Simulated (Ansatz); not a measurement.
# SnSe (Fm-3m) in Ansatz: a series of runs

Aim: see how the results for SnSe move with the level of theory and the settings. Levels: PBEsol, HSE06, PBE0. Tasks: single point.

Program: Ansatz 0.2.0. These are calculated values, not measurements. Logs are shortened: lines on timing, memory, paths and dates and some standing lists are left out, and cuts for length are marked.

### Step 1. The crystal as given

Symmetry: Fm-3m, No. 225, cubic system. The conventional cell has a = 6.020 Å, b = 6.020 Å, c = 6.020 Å, α = 90.00°, β = 90.00°, γ = 90.00°. Sn (site symmetry m-3m) has 6 Se at 3.01 Å as nearest neighbours. Around Se (site symmetry m-3m) lie 6 Sn at 3.01 Å.

Measurements of this composition are mostly on another form, of space group No. 62.

### Step 2. Single point, PBEsol

input.yaml

```yaml
crystal:
  lattice:
    - [0.0, 3.01, 3.01]
    - [3.01, 0.0, 3.01]
    - [3.01, 3.01, 0.0]
  atoms:
    - { symbol: Sn, position: [0.0, 0.0, 0.0] }
    - { symbol: Se, position: [0.5, 0.5, 0.5] }
kpoints:
  mp_grid: { grid: [6, 6, 6] }
scf:
  occupations: { method: fermi_dirac, width: 0.05 }
hamiltonian:
  xc: pbesol
  pseudopotentials: { kind: all_electron, datasets: crystal }
output:
  forces: true
  stress: true
  eigenvalues: true
  elf: true
  volumetric_format: npy
```

Potentials or basis: all-electron PAW datasets made for the crystal.

Launch:

```
> ansatz run input.yaml --threads 2 --pin off --max-ram 8192MiB --backend cpu --events-out ev --progress --plain --runs-dir out
```

Output:

```text
Warning: RAYON_NUM_THREADS=2 ignored (pool sized by the plan → 2); use --threads N
hamiltonian.pseudopotentials.datasets: crystal makes datasets for this crystal and solves the spheres of its atoms anew in each pass: cutoff 240.0 eV, the density's 960.0 eV; for an error of 0.50 meV an atom under PBE, 1.0 meV for the cell; an energy difference from a run of another recipe may be off by several times the error for the cell, under r2SCAN by more, where some 0.1 meV an atom stays at smaller errors; Se in spheres of 1.376 Å, 6 of its electrons in bands; Sn in spheres of 1.376 Å, 14 of its electrons in bands
Engine: ansatz 0.2.0, x86_64-unknown-linux-gnu
Pseudopotentials: kind: all_electron
Pseudopotential: Sn, paw, valence charge 14, recommended cutoff 240 eV (normal), crystal/all_electron/pbesol/scalar/gaussian/Sn, Koelling and Harmon's equation, gaussian nucleus
Pseudopotential: Se, paw, valence charge 6, recommended cutoff 240 eV (normal), crystal/all_electron/pbesol/scalar/gaussian/Se, Koelling and Harmon's equation, gaussian nucleus
Functional definition: PBEsol
  exchange = pbesol_x
  correlation = pbesol_c
Crystal: 2 atoms, lattice volume = 54.542 Å³
Basis set: ecut = 240 eV, 459 PW (Γ), exchange–correlation on 48×48×48 points (8 copies of the dense FFT grid, shifted against one another)
Bands: 14, of which v1, the nominal top of the filled ones, is band 10 counted from 1 (9 counted from 0)
Symmetry: 48 space group operations
Space group: Fm-3m (ITA 225), of the structure as read, at distance tolerance 3.8e-5 Å
k-points: 16 of 216
Non-local potential: Sn, projectors of the file, l = 0: 1, l = 1: 1, l = 2: 2
Non-local potential: Se, projectors of the file, l = 0: 1, l = 1: 1
PAW form: soft (Blöchl's): semilocal exchange-correlation on the pseudo side does not see the compensation charge
PAW one-centre angular grid: Sn, 590 points (default); XC on its mesh's 1863 points in the sphere
PAW one-centre angular grid: Se, 110 points (default); XC on its mesh's 1903 points in the sphere
Initial density: superposition of atomic densities (neutral atoms: chi_scale 0, normalization atom)
Initial wavefunctions: pseudopotential atomic-orbital guess
Functional: x = pbesol(κ = 0.804, μ = 0.12345679012345678), c = pbesol(β = 0.046)
iter 1 solved again at ethr=2.80e-3 eV; its pass at ethr=1.00e-1 eV (dr2=5.60e-1 eV) is discarded
SCF iter   1: F=—  HF=-234096.895906 eV  |F-HF|=—  |Δ(HF+E_count)|=         —  Δρ=2.10e-2  dr2=5.75e-1  ethr=2.80e-3  ⟨swp⟩=3.2  Hψ=1224  notcnv=0
preconditioner: auto → none  [insulator: Δε(μ)=0.478 eV  Ē_g=17.047 eV  σ=0.050 eV  W_gap=0.98  n_scr=14 (ndim 8)  ℏωp=22.5 eV  f_vac=0.000  D(μ)=0.01/eV (n_scr^D=0)  ε∞_Penn≈2.7]
SCF iter   2: F=—  HF=-234096.738911 eV  |F-HF|=—  |Δ(HF+E_count)|=   1.57e-1  Δρ=9.41e-3  dr2=6.13e-2  ethr=2.80e-3  ⟨swp⟩=3.0  Hψ=572  notcnv=0
SCF iter   3: F=—  HF=-234096.720473 eV  |F-HF|=—  |Δ(HF+E_count)|=   1.84e-2  Δρ=3.66e-3  dr2=6.19e-3  ethr=3.07e-4  ⟨swp⟩=3.1  Hψ=621  notcnv=0  defer=1
iter 4 solved again at ethr=6.54e-7 eV; its pass at ethr=3.10e-5 eV (dr2=1.31e-4 eV) is discarded
SCF iter   4: F=—  HF=-234096.721001 eV  |F-HF|=—  |Δ(HF+E_count)|=   5.27e-4  Δρ=4.74e-4  dr2=1.26e-4  ethr=6.54e-7  ⟨swp⟩=3.1  Hψ=929  notcnv=0  defer=1
SCF iter   5: F=—  HF=-234096.721009 eV  |F-HF|=—  |Δ(HF+E_count)|=   8.37e-6  Δρ=1.23e-4  dr2=1.17e-5  ethr=6.29e-7  ⟨swp⟩=2.1  Hψ=387  notcnv=0  defer=1
SCF iter   6: F=—  HF=-234096.721013 eV  |F-HF|=—  |Δ(HF+E_count)|=   4.48e-6  Δρ=1.95e-5  dr2=1.87e-7  ethr=5.86e-8  ⟨swp⟩=3.1  Hψ=424  notcnv=0  defer=1
SCF iter   7: F=—  HF=-234096.721013 eV  |F-HF|=—  |Δ(HF+E_count)|=   1.17e-8  Δρ=7.31e-6  dr2=3.28e-8  ethr=9.33e-10  ⟨swp⟩=3.1  Hψ=518  notcnv=0  defer=1
SCF iter   8: F=-234096.721013 eV  HF=-234096.721013 eV  |F-HF|=2.04e-9  |Δ(HF+E_count)|=   6.06e-8  Δρ=1.74e-6  dr2=2.45e-9  ethr=1.64e-10  ⟨swp⟩=3.1  Hψ=549  notcnv=0  defer=1
SCF 1 converged in 8 iterations: F = -234096.721015 eV  dr2 = 2.45e-9
  Residual-converged pass: ⟨swp⟩=2.1  Hψ=288  notcnv=0  max |occ|·‖R‖ = 5.1e-6 eV (tolerance 5.3e-6 eV)  dr2=2.41e-9  dr2_onsite=4.96e-9  max |Δocc| = 2.1e-11
SCF converged after 8 iterations
Free energy (F): -234096.721015 eV
Harris-Foulkes:  -234096.721015 eV  (|F-HF|=2.04e-9)
Internal energy: -234096.720970 eV  (E = F + TS)
E sigma→0 (E₀):  -234096.720993 eV
Entropy (-TS):   -0.000044 eV (-0.022 meV/atom)
Past the cutoff: the bands carry plane waves up to 1.75 times it, of which those up to 1.5 times it add -0.000246 eV an atom, each by itself; the spheres take 0.000461 eV an atom off the energy for waves past 1.75 times it
By the cutoff:   a pressure is off by up to 0.007 GPa (1.2 times the spheres' own share and the shells' term, over an atom's volume, and 0.004 GPa: a bound that held against runs at twice the plane waves)
Past the cutoffs: a stress includes 0.0015 GPa for waves and charges beyond them, in addition to the slope of what the spheres take
In the spheres:  the bands' charges fall short by 2.1e-7 e at most (sound up to 1e-3)
Fermi energy:    10.888620 eV
--- Per-component energies (eV) ---
  E_band       = -58.279768
  E_kinetic    = 182.397699
  E_local      = -1205.211176  (includes V_loc(G=0)·N_el)
  E_nonlocal   = 196.002070
  E_hartree    = 566.975350
  E_xc         = -123.468507
  E_vxc        = -152.358793  (∫ρ·V_xc dr)
  E_paw        = -235802.801733  (= ΣΔE_a)
  E_vpaw       = -3793.554458  (= ΣTr[D̂ρ^β])
  E_ewald      = -1491.108555
  E_smearing   = -0.000044  (= −TS)
  E_closure    = 3580.493883  (closes the sum)
  Σ components = -234096.721015   (vs F -234096.721015, Δ=0.00e0)
  The terms above E_closure are by the made datasets' own strengths, without shells solved beside the bands.
--- Forces (eV/Å), atoms counted from 1 ---
  atom   1  Sn    -0.00000000     0.00000000    -0.00000000
  atom   2  Se     0.00000000    -0.00000000     0.00000000
  max |Σ_I F_I| component: 3.12e-30 eV/Å
--- Stress (GPa, compression-positive) ---
       -2.261277       0.000000       0.000000
       -0.000000      -2.261277      -0.000000
        0.000000       0.000000      -2.261277
  P = ⅓ Tr σ = -2.2613 GPa (-22.613 kbar)
--- Band table (eV; the first three rows and the last of 16) ---
  k-point 0: bands = ["-10.8616", "-10.8616", "-10.8612", "-10.8612", "-10.8612", "-3.2406", "5.5382", "8.4605", "8.4605", "8.4605", "14.9399", "14.9399"]
  k-point 1: bands = ["-10.8636", "-10.8636", "-10.8606", "-10.8580", "-10.8580", "-3.0498", "4.6224", "8.4959", "8.4959", "9.1574", "13.6043", "13.8205"]
  k-point 2: bands = ["-10.8677", "-10.8677", "-10.8593", "-10.8514", "-10.8514", "-2.5935", "3.2264", "8.6126", "8.6126", "10.0458", "12.0297", "12.4356"]
  k-point 15: bands = ["-10.8842", "-10.8619", "-10.8584", "-10.8496", "-10.8433", "-2.0072", "3.8856", "5.5096", "6.4023", "8.8811", "13.2529", "14.5827"]
```

Run time: 1.2 s. Hardware: 2 threads of Intel Xeon 6975P-C (Granite Rapids), shared host; peak memory 0.4 GiB.

What came out:

```
Free energy            : -234096.7210 eV
Pressure               : -2.3 GPa
Band gap on the k mesh : 0.64 eV, direct
```

Caveat: spin-orbit coupling is left out, which moves the levels of the heavy elements. A k mesh can miss the band edges.

### Step 3. Single point, HSE06

input.yaml: that of step 2 with these lines changed.

```diff
@@ -13,3 +13,3 @@
 hamiltonian:
-  xc: pbesol
+  xc: hse06
   pseudopotentials: { kind: all_electron, datasets: crystal }
@@ -18,4 +18 @@
   stress: true
-  eigenvalues: true
-  elf: true
-  volumetric_format: npy
```

Potentials or basis: all-electron PAW datasets made for the crystal.

Launch:

```
> ansatz run input.yaml --threads 2 --pin off --max-ram 8192MiB --backend cpu --events-out ev --progress --plain --runs-dir out
```

Run time: 33 s. Hardware: 2 threads of Intel Xeon 6975P-C (Granite Rapids), shared host; peak memory 0.82 GiB.

Results (log left out):

```yaml
Free_energy: -234216.3350 eV
Pressure: -0.6 GPa
Band_gap_on_the_k_mesh: 0.40 eV, direct
```

Levels at points of the mesh, in eV from the valence-band top:
| k point | band 7 | band 8 | band 9 | band 10 | band 11 | band 12 |
| --- | --- | --- | --- | --- | --- | --- |
| (0.00, 0.00, 0.00) | -5.70 | -2.87 | -2.87 | -2.87 | 4.73 | 4.73 |
| (0.00, 0.00, -0.50) | -9.27 | -2.62 | -2.62 | 0.00 | 0.40 | 1.32 |
| (0.00, -0.50, -0.50) | -6.85 | -6.49 | -4.46 | -4.46 | 3.10 | 5.86 |

Caveat: spin-orbit coupling is left out, which moves the levels of the heavy elements. A k mesh can miss the band edges.

### Step 4. Single point, PBE0

input.yaml: that of step 3 with these lines changed.

```diff
@@ -13,3 +13,3 @@
 hamiltonian:
-  xc: hse06
+  xc: pbe0
   pseudopotentials: { kind: all_electron, datasets: crystal }
```

Potentials or basis: all-electron PAW datasets made for the crystal.

Launch:

```
> ansatz run input.yaml --threads 2 --pin off --max-ram 8192MiB --backend cpu --events-out ev --progress --plain --runs-dir out
```

Output:

```text
Warning: RAYON_NUM_THREADS=2 ignored (pool sized by the plan → 2); use --threads N
hamiltonian.pseudopotentials.datasets: crystal makes datasets for this crystal and solves the spheres of its atoms anew in each pass: cutoff 270.0 eV, the density's 1080.0 eV;, for an error of 0.50 meV an atom under PBE, 1.0 meV for the cell; an energy difference from a run of another recipe may be off by several times the error for the cell, under r2SCAN by more, where some 0.1 meV an atom stays at smaller errors; Se in spheres of 1.376 Å, 6 of its electrons in bands; Sn in spheres of 1.376 Å, 14 of its electrons in bands
[... 2 set-up lines as earlier in the session ...]
Pseudopotential: Sn, paw, valence charge 14, recommended cutoff 270 eV (normal), crystal/all_electron/pbe/scalar/gaussian/Sn, Koelling and Harmon's equation, gaussian nucleus
Pseudopotential: Se, paw, valence charge 6, recommended cutoff 270 eV (normal), crystal/all_electron/pbe/scalar/gaussian/Se, Koelling and Harmon's equation, gaussian nucleus
Functional definition: PBE0
  parameter a = 0.25
  parameter kappa = 0.804
  parameter beta = 0.06672455060314922
  exchange = (1 - a)*pbe_x(kappa = kappa, mu = beta*pi^2/3) + a*exact_x
  correlation = pbe_c(beta = beta)
[... 55 lines left out ...]
  E_ewald      = -1491.108555
  E_smearing   = -0.000050  (= −TS)
  E_closure    = 3493.646171  (closes the sum)
  Σ components = -234215.490880   (vs F -234215.490880, Δ=0.00e0)
  The terms above E_closure are by the made datasets' own strengths, without shells solved beside the bands.
--- Forces (eV/Å), atoms counted from 1 ---
  atom   1  Sn    -0.00000000    -0.00000000     0.00000000
  atom   2  Se    -0.00000000    -0.00000000    -0.00000000
  max |Σ_I F_I| component: 5.75e-18 eV/Å
--- Stress (GPa, compression-positive) ---
       -0.485662       0.000000       0.000000
        0.000000      -0.485662      -0.000000
        0.000000       0.000000      -0.485662
  P = ⅓ Tr σ = -0.4857 GPa (-4.857 kbar)
--- Band table (eV; the first three rows and the last of 16) ---
  k-point 0: bands = ["-13.7173", "-13.7173", "-13.7094", "-13.7094", "-13.7094", "-5.2166", "4.7926", "7.6622", "7.6622", "7.6622", "16.0149", "16.0149"]
  k-point 1: bands = ["-13.7192", "-13.7192", "-13.7089", "-13.7068", "-13.7068", "-5.0011", "3.6253", "7.7099", "7.7099", "8.6193", "14.4999", "14.7110"]
  k-point 2: bands = ["-13.7238", "-13.7238", "-13.7079", "-13.7007", "-13.7007", "-4.4819", "1.9601", "7.8541", "7.8541", "9.8776", "12.6346", "13.1364"]
  k-point 15: bands = ["-13.7421", "-13.7152", "-13.7103", "-13.6982", "-13.6921", "-3.8105", "2.7283", "4.3842", "5.3828", "8.2748", "14.0758", "15.4689"]
```

It took 33 s on 2 threads of Intel Xeon 6975P-C (Granite Rapids), shared host; peak memory 0.86 GiB.

Results:

- Free energy: -234215.4909 eV
- Pressure: -0.5 GPa
- Band gap on the k mesh: 0.63 eV, direct

Caveat: spin-orbit coupling is left out, which moves the levels of the heavy elements. A k mesh can miss the band edges.

### Step 5. The runs side by side

```csv
level,cutoff (eV),gap on the mesh (eV),pressure (GPa)
PBEsol,240,0.64,-2.3
HSE06,270,0.40,-0.6
PBE0,270,0.63,-0.5
```

Alike in all rows: task single point; potentials or basis all-electron PAW datasets made for the crystal; no spin polarisation; cell as given; k mesh 6 × 6 × 6; smearing fermi-dirac 0.05 eV.

On the cell as given the gap runs from 0.40 eV (HSE06) to 0.64 eV (PBEsol). The pressure there spans -2.3 GPa (PBEsol) to -0.5 GPa (PBE0); a positive pressure means that this level wants a larger cell, a negative one a smaller.

Caveats: spin-orbit coupling is left out, which moves the levels of the heavy elements.

Compare energies only between runs with the same functional and basis.
